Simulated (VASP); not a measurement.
# Pd (Fm-3m) in VASP: further runs, part 2 of 2

VASP 6.6.1. Earlier steps stand in the parts before.

**4. Single point, PBEsol**

Contents of INCAR:

```
PREC = Accurate
ENCUT = 520
EDIFF = 1E-6
ISMEAR = 0
SIGMA = 0.5
LREAL = F
LASPH = T
NELM = 80
ALGO = Fast
ISIF = 2
LWAVE = F
LCHARG = F
GGA = PS
NBANDS = 11
```

Contents of KPOINTS:

```
regular mesh
0
Gamma
  18 18 18
```

Contents of POSCAR:

```
Pd
1.0
    0.0000000000      1.9362400000      1.9362400000
    1.9362400000      0.0000000000      1.9362400000
    1.9362400000      1.9362400000      0.0000000000
Pd
1
Direct
    0.0000000000      1.0000000000      1.0000000000
```

Potentials or basis: VASP PAW PBE potentials, release 64 (Pd).

Run with:

```
$ cat potpaw_PBE.64/Pd/POTCAR > POTCAR
$ mpirun -np 1 vasp_std > vasp.out
```

OUTCAR:

```text
PREC = Accurate
   ENCUT = 520
   EDIFF = 1E-6
   ISMEAR = 0
   LREAL = F
   LASPH = T
   NELM = 80
   ISIF = 2
   GGA = PS

 ion  position               nearest neighbor table
   1  0.000  0.000  0.000-

  LATTYP: Found a face centered cubic cell.
 ALAT       =     3.8724800000

  Lattice vectors:

 A1 = (   0.0000000000,   1.9362400000,   1.9362400000)
 A2 = (   1.9362400000,   0.0000000000,   1.9362400000)
 A3 = (   1.9362400000,   1.9362400000,   0.0000000000)

Analysis of symmetry for initial positions (statically):
=====================================================================
 Subroutine PRICEL returns:
 Original cell was already a primitive cell.

 Routine SETGRP: Setting up the symmetry group for a
 face centered cubic supercell.

 Subroutine GETGRP returns: Found 48 space group operations
 (whereof 48 operations were pure point group operations)
 out of a pool of 48 trial point group operations.

The static configuration has the point symmetry O_h .

Analysis of symmetry for dynamics (positions and initial velocities):
=====================================================================
 Subroutine PRICEL returns:
 Original cell was already a primitive cell.

 Routine SETGRP: Setting up the symmetry group for a
 face centered cubic supercell.

 Subroutine GETGRP returns: Found 48 space group operations
 (whereof 48 operations were pure point group operations)
 out of a pool of 48 trial point group operations.

The dynamic configuration has the point symmetry O_h .

 Subroutine INISYM returns: Found 48 space group operations
 (whereof 48 operations are pure point group operations),
 and found     1 'primitive' translations

----------------------------------------------------------------------------------------

                                     Primitive cell

  volume of cell :      14.5180

  direct lattice vectors                    reciprocal lattice vectors
[... 107 lines left out ...]
  Fermi-wavevector in a.u.,A,eV,Ry     =   1.445791  2.732150 28.440433  2.090313
  Thomas-Fermi vector in A             =   2.563933
   LORBIT       =      0    0 simple, 1 ext, 2 COOP (PROOUT), +10 PAW based schemes
   GGA     = PS    functional components
   LHFCALC =     F    Hartree Fock is set to
   AEXX    =    0.0000 exact exchange contribution
   IVDW    =     0    specifies the selected vdW correction
   LEPSILON=     F    determine dielectric tensor
   LRPA    =     F    only Hartree local field effects (RPA)
 non-spin polarized calculation
 RMM-DIIS sequential band-by-band and
 Gauss-broadening in eV      SIGMA  =   0.50
  energy-cutoff  :      520.00
  volume of cell :       14.52
 maximum number of plane-waves:       399
   NGX = 11   NGY = 11   NGZ = 11

 number of electron      10.0000002 magnetization

 Free energy of the ion-electron system (eV)
  ---------------------------------------------------
  ext. energy  EPLUGINS =         0.00000000
  ---------------------------------------------------
  free energy    TOTEN  =        -6.07214360 eV

  energy without entropy =       -5.89108809  energy(sigma->0) =       -5.98161585

 E-fermi :   9.9901     XC(G=0): -13.4801

 val. band max:        9.9832832823   @ k =   0.5000   0.2778   0.0000
 cond. band min:       9.9951786009   @ k =  -0.4444   0.3889   0.0000
 fundamental gap:      0.0118953187
 Fermi energy:         9.9900883903

 k-point     1 :       0.0000    0.0000    0.0000
  band No.  band energies     occupation
      1       2.5268      2.00000
      2       6.9648      2.00000
      3       6.9648      2.00000
      4       6.9648      2.00000
      5       8.6324      1.99988
      6       8.6324      1.99988
      7      27.0286      0.00000
      8      31.8822      0.00000
      9      31.8822      0.00000
     10      31.8822      0.00000
     11      37.1533      0.00000
[... 309 lines left out ...]
 k-point    24 :      -0.2222    0.0556    0.0000
  band No.  band energies     occupation
      1       4.2684      2.00000
      2       6.7215      2.00000
      3       7.2969      2.00000
      4       7.3344      2.00000
      5       8.5050      1.99997
      6       9.0470      1.99236
      7      24.8839      0.00000
      8      28.1313      0.00000
      9      32.2089      0.00000
     10      34.5499      0.00000
     11      34.9762      0.00000

 [... further k-points ...]
[... 5 lines left out ...]
  --------------------------------------------------------------------------------------
  -------------------------------------------------------------------------------------
  Total        0.1034758      0.1034758      0.1034758      0.0000000      0.0000000      0.0000000
  in kB       11.4193559     11.4193559     11.4193559      0.0000000      0.0000000      0.0000000
  external PRESSURE =      11.4193559 kB  Pullay stress =       0.0000000 kB

 VOLUME and BASIS-vectors are now :
 -----------------------------------------------------------------------------
  energy-cutoff  :      520.00
  volume of cell :       14.52
      direct lattice vectors                 reciprocal lattice vectors
     0.000000000  1.936240000  1.936240000    -0.258232451  0.258232451  0.258232451
     1.936240000  0.000000000  1.936240000     0.258232451 -0.258232451  0.258232451
     1.936240000  1.936240000  0.000000000     0.258232451  0.258232451 -0.258232451

 POSITION                                       TOTAL-FORCE (eV/Angst)
 -----------------------------------------------------------------------------------
      0.00000      0.00000      0.00000        -0.000000      0.000000     -0.000000
 -----------------------------------------------------------------------------------
    total drift:                                0.000000      0.000000      0.000000

  FREE ENERGIE OF THE ION-ELECTRON SYSTEM (eV)
  ---------------------------------------------------
  free  energy   TOTEN  =        -6.0721436033 eV

  energy  without entropy=       -5.8910880922  energy(sigma->0) =       -5.98161585
```

It took 13 s on 1 thread of Intel Xeon 6975P-C (Granite Rapids), shared host; peak memory 0.14 GiB.

What came out:

- Free energy: -6.0721 eV
- Pressure: 1.1 GPa
- Band gap on the k mesh: none (metal or under the smearing width)

Levels at points of the mesh, in eV from the Fermi level:
| k point | band 3 | band 4 | band 5 | band 6 | band 7 | band 8 |
| --- | --- | --- | --- | --- | --- | --- |
| (0.00, 0.00, 0.00) | -3.03 | -3.03 | -1.36 | -1.36 | 17.04 | 21.89 |
| (0.50, 0.00, 0.00) | -3.07 | -0.12 | -0.12 | 0.79 | 7.29 | 16.39 |
| (0.50, 0.50, 0.00) | -0.14 | 0.21 | 0.21 | 3.15 | 10.78 | 13.10 |

Caveat: the PAW data sets were made with another functional, which shifts forces and pressure a little.

**5. Single point, PBEsol**

INCAR, as its differences from that of step 4:

```diff
@@ -1,6 +1,6 @@
 PREC = Accurate
-ENCUT = 520
+ENCUT = 900
 EDIFF = 1E-6
 ISMEAR = 0
-SIGMA = 0.5
+SIGMA = 0.1
 LREAL = F
```

KPOINTS is that of step 4.

POSCAR is that of step 4.

Run with:

```
$ cat potpaw_PBE.64/Pd/POTCAR > POTCAR
$ mpirun -np 1 vasp_std > vasp.out
```

It took 30 s on 1 thread of Intel Xeon 6975P-C (Granite Rapids), shared host; peak memory 0.21 GiB.

Results (log left out):

```
Free energy            : -5.9695 eV
Pressure               : 0.1 GPa
Band gap on the k mesh : none (metal or under the smearing width)
```

Levels at points of the mesh, in eV from the Fermi level:
```csv
k point,band 1,band 2,band 3,band 4,band 5,band 6,band 7,band 8,band 9,band 10
"(0.00, 0.00, 0.00)",-7.37,-2.93,-2.93,-2.93,-1.26,-1.26,17.13,21.99,21.99,21.99
"(0.50, 0.00, 0.00)",-5.47,-2.98,-2.98,-0.02,-0.02,0.88,7.39,16.49,21.16,21.16
"(0.50, 0.50, 0.00)",-5.56,-5.27,-0.04,0.30,0.30,3.25,10.88,13.20,13.20,21.71
```

Caveat: the PAW data sets were made with another functional, which shifts forces and pressure a little.

**6. Single point, r2SCAN**

Contents of INCAR:

```
PREC = Accurate
ENCUT = 520
EDIFF = 1E-6
ISMEAR = 0
SIGMA = 0.1
LREAL = F
LASPH = T
NELM = 80
ALGO = Normal
ISIF = 2
LWAVE = F
LCHARG = F
METAGGA = R2SCAN
LMIXTAU = T
NBANDS = 11
```

KPOINTS is that of step 5.

POSCAR is that of step 5.

Potentials or basis: VASP PAW PBE potentials, release 64 (Pd).

Run with:

```
$ cat potpaw_PBE.64/Pd/POTCAR > POTCAR
$ mpirun -np 1 vasp_std > vasp.out
```

Run time: 51 s. Hardware: 1 thread of Intel Xeon 6975P-C (Granite Rapids), shared host; peak memory 0.15 GiB.

Results (log left out):

```
Free energy            : -22.9464 eV
Pressure               : 6.2 GPa
Band gap on the k mesh : none (metal or under the smearing width)
```

Levels at points of the mesh, in eV from the Fermi level:
| k point | band 3 | band 4 | band 5 | band 6 | band 7 | band 8 |
| --- | --- | --- | --- | --- | --- | --- |
| (0.00, 0.00, 0.00) | -2.99 | -2.99 | -1.34 | -1.34 | 18.03 | 22.40 |
| (0.50, 0.00, 0.00) | -3.07 | -0.04 | -0.04 | 1.25 | 7.85 | 17.43 |
| (0.50, 0.50, 0.00) | -0.10 | 0.32 | 0.32 | 3.66 | 11.48 | 14.02 |

Caveat: the PAW data sets were made with another functional, which shifts forces and pressure a little.

**7. Summary**

| level | k mesh | cutoff (eV) | smearing | gap on the mesh (eV) | pressure (GPa) |
| --- | --- | --- | --- | --- | --- |
| PBEsol | 18 × 18 × 18 | 700 | gaussian 0.1 eV | none | 0.1 |
| PBEsol | 28 × 28 × 28 | 520 | gaussian 0.1 eV | none | 0.1 |
| PBEsol | 18 × 18 × 18 | 520 | gaussian 0.5 eV | none | 1.1 |
| PBEsol | 18 × 18 × 18 | 900 | gaussian 0.1 eV | none | 0.1 |
| r2SCAN | 18 × 18 × 18 | 520 | gaussian 0.1 eV | none | 6.2 |

Alike in all rows: task single point; potentials or basis VASP PAW PBE potentials, release 64 (Pd); no spin polarisation; cell as given.

Every run on the cell as given and a fine mesh finds a metal. The pressure there spans 0.1 GPa (PBEsol) to 6.2 GPa (r2SCAN); a positive pressure means that this level wants a larger cell, a negative one a smaller.

Caveats: the PAW data sets were made with another functional, which shifts forces and pressure a little.

Total energies depend on the potentials used, so only differences within one code and one set of settings carry meaning.
